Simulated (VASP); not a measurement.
# Ni (P6_3/mmc) in VASP: a series of runs

Runs on Ni. Level: PBE. Tasks: single point.

All numbers are computed with VASP 6.6.1; they aren't measurements. Logs are shortened: lines on timing, memory, paths and dates and some standing lists are left out, and cuts for length are marked.

## (1) The structure

Symmetry: P6_3/mmc, No. 194, hexagonal system. The conventional cell has a = 2.448 Å, b = 2.448 Å, c = 4.073 Å, α = 90.00°, β = 90.00°, γ = 120.00°. Ni (site symmetry -6m2) is surrounded by 12 Ni at 2.45 to 2.48 Å.

This isn't the form of Ni at room conditions, which is fcc.

## (2) Single point, PBE, collinear spin, ferromagnetic start

Input file INCAR:

```
  ADDGRID = F
  ALGO = Normal
  EDIFF = 1E-5
  ENCUT = 450
  GGA = PE
  ISIF = 2
  ISMEAR = 0
  ISPIN = 2
  LASPH = T
  LCHARG = F
  LMAXMIX = 4
  LORBIT = 11
  LREAL = F
  LWAVE = F
  MAGMOM = 1 1
  NBANDS = 21
  NELM = 100
  PREC = Accurate
  SIGMA = 0.1
```

Input file KPOINTS:

```
k-points
0
Gamma
  13 13 7
```

Input file POSCAR:

```
Ni
1.0
    2.4480228978      0.0000000000      0.0000000000
   -1.2240114489      2.1200500186      0.0000000000
    0.0000000000      0.0000000000      4.0728075700
Ni
2
Direct
    0.6666666667      0.3333333333      0.7500000000
    0.3333333333      0.6666666667      0.2500000000
```

Potentials or basis: VASP PAW PBE potentials, release 64 (Ni).

The run is started by

```
cat potpaw_PBE.64/Ni/POTCAR > POTCAR
mpirun -np 1 vasp_std > vasp.out
```

OUTCAR:

```text
EDIFF = 1E-5
   ENCUT = 450
   GGA = PE
   ISIF = 2
   ISMEAR = 0
   ISPIN = 2
   LASPH = T
   LORBIT = 11
   LREAL = F
   NELM = 100
   PREC = Accurate

 Found     84 irreducible k-points:

 Following reciprocal coordinates:
            Coordinates               Weight
  0.000000  0.000000  0.000000      1.000000
  0.076923 -0.000000  0.000000      6.000000
  0.153846  0.000000  0.000000      6.000000
  0.230769 -0.000000  0.000000      6.000000
  0.307692  0.000000  0.000000      6.000000
  0.384615  0.000000  0.000000      6.000000
   k-points           NKPTS =     84   k-points in BZ     NKDIM =     84   number of bands    NBANDS=     21
   number of dos      NEDOS =    301   number of ions     NIONS =      2
   total plane-waves  NPLWV =   9072
   dimension x,y,z NGX =    18 NGY =   18 NGZ =   28
   dimension x,y,z NGXF=    36 NGYF=   36 NGZF=   56
   ions per type =               2
   NGX,Y,Z   is equivalent  to a cutoff of  12.22, 12.22, 11.43 a.u.
   NGXF,Y,Z  is equivalent  to a cutoff of  24.45, 24.45, 22.86 a.u.
 SYSTEM =  unknown system
   PREC   = accura    normal or accurate (medium, high low for compatibility)
   ISTART =      0    job   : 0-new  1-cont  2-samecut
   ICHARG =      2    charge: 1-file 2-atom 10-const
   ISPIN  =      2    spin polarized calculation?
   LNONCOLLINEAR =      F non collinear calculations
   LSORBIT =      F    spin-orbit coupling
   LASPH  =      T    aspherical Exc in radial PAW
   ENCUT  =  450.0 eV  33.07 Ry    5.75 a.u.   4.23  4.23  7.04*2*pi/ulx,y,z
   NELM   =    100;   NELMIN=  2; NELMDL= -5     # of ELM steps
   EDIFF  = 0.1E-04   stopping-criterion for ELM
   LREAL  =      F    real-space projection
   EDIFFG = 0.1E-03   stopping-criterion for IOM
   NSW    =      0    number of steps for IOM
   IBRION =     -1    ionic relax: 0-MD 1-quasi-New 2-CG
   NFREE  =      0    steps in history (QN), initial steepest desc. (CG)
   ISIF   =      2    stress and relaxation
   ISYM   =      2    0-nonsym 1-usesym 2-fastsym
   POTIM  = 0.5000    time-step for ionic-motion
   TEBEG  =    0.0;   TEEND  =   0.0 temperature during run
   PSTRESS=    0.0 pullay stress
   NELECT =      20.0000    total number of electrons
   NUPDOWN=      -1.0000    fix difference up-down
   EMIN   =  10.00;   EMAX   =-10.00  energy-range for DOS
   EFERMI =   0.00;   METHOD = LEGACY
   ISMEAR =     0;   SIGMA  =   0.10  broadening in eV -4-tet -1-fermi 0-gaus
   EFERMI_NEDOS =   21; number of points for ismear=-14 and -15
   IALGO  =     38    algorithm
   IMIX   =      4    mixing-type and parameters
     AMIX     =   0.40;   BMIX     =  1.00
     AMIX_MAG =   1.60;   BMIX_MAG =  1.00
  volume/ion in A,a.u.               =      10.57        71.32
  Fermi-wavevector in a.u.,A,eV,Ry     =   1.607187  3.037143 35.144518  2.583049
  Thomas-Fermi vector in A             =   2.703255
   LORBIT       =     11    0 simple, 1 ext, 2 COOP (PROOUT), +10 PAW based schemes
   GGA     = PE    functional components
   LHFCALC =     F    Hartree Fock is set to
   AEXX    =    0.0000 exact exchange contribution
   IVDW    =     0    specifies the selected vdW correction
   LEPSILON=     F    determine dielectric tensor
   LRPA    =     F    only Hartree local field effects (RPA)
 spin polarized calculation
 Gauss-broadening in eV      SIGMA  =   0.10
  energy-cutoff  :      450.00
  volume of cell :       21.14
 maximum number of plane-waves:       476
 NGX is ok and might be reduce to    18
   NGX =  9   NGY =  9   NGZ = 15

 number of electron      19.9999993 magnetization       1.2419462

 Free energy of the ion-electron system (eV)
  ---------------------------------------------------
  ext. energy  EPLUGINS =         0.00000000
  ---------------------------------------------------
  free energy    TOTEN  =       -10.88388598 eV

  energy without entropy =      -10.86140909  energy(sigma->0) =      -10.87264754

 E-fermi :   9.8089     XC(G=0): -13.4262

 val. band max:        9.8069184878   @ k =   0.3077   0.3077   0.0000
 cond. band min:       9.8112206660   @ k =   0.2308   0.0769   0.2857
 fundamental gap:      0.0043021782
 Fermi energy:         9.8089387465

 spin component 1

 k-point     1 :       0.0000    0.0000    0.0000
  band No.  band energies     occupation
      1       0.5770      1.00000
      2       4.7879      1.00000
      3       7.2359      1.00000
      4       7.3971      1.00000
      5       7.3971      1.00000
      6       7.6607      1.00000
[... 13 lines left out ...]
     20      36.5525      0.00000
     21      40.4720      0.00000

 k-point     2 :       0.0769   -0.0000    0.0000
  band No.  band energies     occupation
      1       0.7899      1.00000
      2       4.9215      1.00000
      3       7.1439      1.00000
      4       7.4641      1.00000
      5       7.4906      1.00000
      6       7.6136      1.00000
[... 13 lines left out ...]
     20      38.7865      0.00000
     21      39.4106      0.00000

 k-point     3 :       0.1538    0.0000    0.0000
  band No.  band energies     occupation
      1       1.4120      1.00000
      2       5.2680      1.00000
      3       6.9395      1.00000
      4       7.2361      1.00000
      5       7.4360      1.00000
      6       7.7020      1.00000
[... 13 lines left out ...]
     20      38.7465      0.00000
     21      39.3085      0.00000

 k-point     4 :       0.2308   -0.0000    0.0000
  band No.  band energies     occupation
      1       2.3836      1.00000
      2       5.6227      1.00000
      3       6.5811      1.00000
      4       6.7677      1.00000
      5       7.3016      1.00000
      6       7.7948      1.00000
[... 13 lines left out ...]
     20      38.9940      0.00000
     21      39.0642      0.00000

 k-point     5 :       0.3077    0.0000    0.0000
  band No.  band energies     occupation
      1       3.5553      1.00000
      2       5.6728      1.00000
      3       6.1018      1.00000
      4       6.7866      1.00000
      5       7.3410      1.00000
      6       7.6225      1.00000
[... 13 lines left out ...]
     20      37.1484      0.00000
     21      38.4683      0.00000

 k-point     6 :       0.3846    0.0000    0.0000
  band No.  band energies     occupation
      1       4.5856      1.00000
      2       5.5099      1.00000
      3       5.7915      1.00000
      4       6.9816      1.00000
      5       7.4893      1.00000
      6       7.5160      1.00000
[... 13 lines left out ...]
     20      35.8301      0.00000
     21      38.0933      0.00000

 [... further k-points ...]

 spin component 2

 k-point     1 :       0.0000    0.0000    0.0000
  band No.  band energies     occupation
      1       0.5483      1.00000
      2       5.1837      1.00000
      3       7.9399      1.00000
      4       8.0695      1.00000
      5       8.0695      1.00000
      6       8.3515      1.00000
[... 13 lines left out ...]
     20      36.6351      0.00000
     21      40.5522      0.00000

 k-point     2 :       0.0769   -0.0000    0.0000
  band No.  band energies     occupation
      1       0.7615      1.00000
      2       5.3259      1.00000
      3       7.8195      1.00000
      4       8.1585      1.00000
      5       8.1669      1.00000
      6       8.2995      1.00000
[... 13 lines left out ...]
     20      38.8672      0.00000
     21      39.4753      0.00000

 k-point     3 :       0.1538    0.0000    0.0000
  band No.  band energies     occupation
      1       1.3857      1.00000
      2       5.6996      1.00000
      3       7.5814      1.00000
      4       7.6161      1.00000
      5       8.1092      1.00000
      6       8.4101      1.00000
[... 13 lines left out ...]
     20      38.7957      0.00000
     21      39.3854      0.00000

 k-point     4 :       0.2308   -0.0000    0.0000
  band No.  band energies     occupation
      1       2.3674      1.00000
      2       6.1037      1.00000
      3       6.9831      1.00000
      4       7.3621      1.00000
      5       7.9549      1.00000
      6       8.4234      1.00000
[... 13 lines left out ...]
     20      39.0660      0.00000
     21      39.1657      0.00000

 k-point     5 :       0.3077    0.0000    0.0000
  band No.  band energies     occupation
      1       3.5810      1.00000
      2       6.2006      1.00000
      3       6.5253      1.00000
      4       7.3107      1.00000
      5       7.9879      1.00000
      6       8.2415      1.00000
[... 13 lines left out ...]
     20      37.2645      0.00000
     21      38.5002      0.00000

 k-point     6 :       0.3846    0.0000    0.0000
  band No.  band energies     occupation
      1       4.7435      1.00000
      2       6.0383      1.00000
      3       6.2321      1.00000
      4       7.3994      1.00000
      5       8.0739      1.00000
      6       8.1011      1.00000
[... 13 lines left out ...]
     20      35.9300      0.00000
     21      38.1375      0.00000

 [... further k-points ...]

------------------------ aborting loop because EDIFF is reached ----------------------------------------

  FORCE on cell =-STRESS in cart. coord.  units (eV):
  Direction    XX          YY          ZZ          XY          YZ          ZX
  --------------------------------------------------------------------------------------
  -------------------------------------------------------------------------------------
  Total        1.0120551      1.0120551      0.6230901     -0.0000000      0.0000000      0.0000000
  in kB       76.7112890     76.7112890     47.2286931     -0.0000000      0.0000000      0.0000000
  external PRESSURE =      66.8837570 kB  Pullay stress =       0.0000000 kB

 VOLUME and BASIS-vectors are now :
 -----------------------------------------------------------------------------
  energy-cutoff  :      450.00
  volume of cell :       21.14
      direct lattice vectors                 reciprocal lattice vectors
     2.448022898  0.000000000  0.000000000     0.408492911  0.235843492  0.000000000
    -1.224011449  2.120050019  0.000000000     0.000000000  0.471686984  0.000000000
     0.000000000  0.000000000  4.072807570     0.000000000  0.000000000  0.245530873

 POSITION                                       TOTAL-FORCE (eV/Angst)
 -----------------------------------------------------------------------------------
      1.22401      0.70668      3.05461        -0.000000      0.000000      0.000000
     -0.00000      1.41337      1.01820         0.000000     -0.000000      0.000000
 -----------------------------------------------------------------------------------
    total drift:                               -0.000000      0.000000     -0.000000

  FREE ENERGIE OF THE ION-ELECTRON SYSTEM (eV)
  ---------------------------------------------------
  free  energy   TOTEN  =       -10.8838859834 eV

  energy  without entropy=      -10.8614090890  energy(sigma->0) =      -10.87264754

 total charge

# of ion       s       p       d       tot
------------------------------------------
    1        0.510   0.523   8.331   9.364
    2        0.510   0.523   8.331   9.364
--------------------------------------------------
tot          1.019   1.047  16.662  18.728

 magnetization (x)

# of ion       s       p       d       tot
------------------------------------------
    1       -0.005  -0.025   0.659   0.630
    2       -0.005  -0.025   0.659   0.630
--------------------------------------------------
tot         -0.010  -0.050   1.319   1.259
```

Wall time 22 s (1 thread of AMD EPYC 9R45 (Zen 5), shared host); peak memory 0.13 GiB.

The run converged, but some of its settings lie outside the range that counts as converged, so its numbers aren't taken as properties of the crystal.

What came out:

| Item | Value |
| --- | --- |
| Free energy | -10.8839 eV |
| Pressure | 6.7 GPa |
| Band gap on the k mesh | none (metal or under the smearing width) |
| Net moment | 1.24 μB per cell |
| Site moments | Ni +0.63 μB |
| Valence electrons inside the program's atomic spheres | Ni 9.36 |

## (3) Single point, PBE, collinear spin, ferromagnetic start

Changes to INCAR since step 2:

```diff
@@ -1,4 +1,4 @@
-  ADDGRID = F
+  ADDGRID = T
   ALGO = Normal
-  EDIFF = 1E-5
+  EDIFF = 1E-6
   ENCUT = 450
```

KPOINTS is that of step 2.

POSCAR is that of step 2.

Potentials or basis: VASP PAW PBE potentials, release 64 (Ni).

The run is started by

```
cat potpaw_PBE.64/Ni/POTCAR > POTCAR
mpirun -np 1 vasp_std > vasp.out
```

OUTCAR:

```text
EDIFF = 1E-6
   ENCUT = 450
   GGA = PE
   ISIF = 2
   ISMEAR = 0
   ISPIN = 2
   LASPH = T
   LORBIT = 11
   LREAL = F
   NELM = 100
   PREC = Accurate

 Found     84 irreducible k-points:

 Following reciprocal coordinates:
            Coordinates               Weight
  0.000000  0.000000  0.000000      1.000000
  0.076923 -0.000000  0.000000      6.000000
  0.153846  0.000000  0.000000      6.000000
  0.230769 -0.000000  0.000000      6.000000
  0.307692  0.000000  0.000000      6.000000
  0.384615  0.000000  0.000000      6.000000
   k-points           NKPTS =     84   k-points in BZ     NKDIM =     84   number of bands    NBANDS=     21
   number of dos      NEDOS =    301   number of ions     NIONS =      2
   total plane-waves  NPLWV =   9072
   dimension x,y,z NGX =    18 NGY =   18 NGZ =   28
   dimension x,y,z NGXF=    36 NGYF=   36 NGZF=   56
   ions per type =               2
   NGX,Y,Z   is equivalent  to a cutoff of  12.22, 12.22, 11.43 a.u.
   NGXF,Y,Z  is equivalent  to a cutoff of  24.45, 24.45, 22.86 a.u.
 SYSTEM =  unknown system
[... 221 lines left out ...]
      4       8.0695      1.00000
      5       8.0695      1.00000
      6       8.3515      1.00000
[... 133 lines left out ...]
     20      35.9305      0.00000
     21      38.1377      0.00000

 [... further k-points ...]

------------------------ aborting loop because EDIFF is reached ----------------------------------------

  FORCE on cell =-STRESS in cart. coord.  units (eV):
  Direction    XX          YY          ZZ          XY          YZ          ZX
  --------------------------------------------------------------------------------------
  -------------------------------------------------------------------------------------
  Total        1.0011457      1.0011457      0.6118503     -0.0000000      0.0000000      0.0000000
  in kB       75.8843844     75.8843844     46.3767503     -0.0000000      0.0000000      0.0000000
  external PRESSURE =      66.0485064 kB  Pullay stress =       0.0000000 kB

 VOLUME and BASIS-vectors are now :
 -----------------------------------------------------------------------------
  energy-cutoff  :      450.00
  volume of cell :       21.14
      direct lattice vectors                 reciprocal lattice vectors
     2.448022898  0.000000000  0.000000000     0.408492911  0.235843492  0.000000000
    -1.224011449  2.120050019  0.000000000     0.000000000  0.471686984  0.000000000
     0.000000000  0.000000000  4.072807570     0.000000000  0.000000000  0.245530873

 POSITION                                       TOTAL-FORCE (eV/Angst)
 -----------------------------------------------------------------------------------
      1.22401      0.70668      3.05461         0.000000     -0.000000      0.000000
     -0.00000      1.41337      1.01820        -0.000000      0.000000      0.000000
 -----------------------------------------------------------------------------------
    total drift:                               -0.000000      0.000000     -0.000000

  FREE ENERGIE OF THE ION-ELECTRON SYSTEM (eV)
  ---------------------------------------------------
  free  energy   TOTEN  =       -10.8838839402 eV

  energy  without entropy=      -10.8614089260  energy(sigma->0) =      -10.87264643

 total charge

# of ion       s       p       d       tot
------------------------------------------
    1        0.510   0.523   8.331   9.364
    2        0.510   0.523   8.331   9.364
--------------------------------------------------
tot          1.019   1.047  16.662  18.728

 magnetization (x)

# of ion       s       p       d       tot
------------------------------------------
    1       -0.005  -0.025   0.659   0.630
    2       -0.005  -0.025   0.659   0.630
--------------------------------------------------
tot         -0.010  -0.050   1.319   1.259
```

OSZICAR:

```text
N       E                     dE             d eps       ncg     rms          rms(c)
DAV:   1     0.890252352124E+02    0.89025E+02   -0.83101E+03  7624   0.127E+03
DAV:   2    -0.780168015167E+01   -0.96827E+02   -0.89253E+02  7176   0.220E+02
DAV:   3    -0.128627297382E+02   -0.50610E+01   -0.48750E+01  8079   0.580E+01
DAV:   4    -0.129223088818E+02   -0.59579E-01   -0.59546E-01  8177   0.592E+00
DAV:   5    -0.129238741771E+02   -0.15653E-02   -0.15652E-02  8230   0.954E-01    0.144E+01
DAV:   6    -0.115080235938E+02    0.14159E+01   -0.68277E+00  8323   0.567E+01    0.832E+00
DAV:   7    -0.109208287072E+02    0.58719E+00   -0.14294E+00  8144   0.228E+01    0.281E+00
DAV:   8    -0.108899771219E+02    0.30852E-01   -0.12557E-02 10018   0.145E+00    0.134E+00
DAV:   9    -0.108850884327E+02    0.48887E-02   -0.71655E-04 11065   0.326E-01    0.403E-01
DAV:  10    -0.108839151209E+02    0.11733E-02   -0.11840E-04 11112   0.209E-01    0.528E-02
DAV:  11    -0.108838900152E+02    0.25106E-04   -0.34401E-05  9176   0.737E-02    0.259E-02
DAV:  12    -0.108838840673E+02    0.59480E-05   -0.22696E-06  8568   0.227E-02    0.162E-02
DAV:  13    -0.108838839402E+02    0.12708E-06   -0.15020E-06  5563   0.123E-02
   1 F= -.10883884E+02 E0= -.10872646E+02  d E =-.224750E-01  mag=     1.2413
```

Run time: 25 s. Hardware: 1 thread of AMD EPYC 9R45 (Zen 5), shared host; peak memory 0.17 GiB.

These settings aren't checked as converged: the numbers below hold their error.

Results:

```yaml
Free_energy: -10.8839 eV
Pressure: 6.6 GPa
Band_gap_on_the_k_mesh: none (metal or under the smearing width)
Net_moment: 1.24 μB per cell
Site_moments: Ni +0.63 μB
Valence_electrons_inside_the_program's_atomic_spheres: Ni 9.36
```
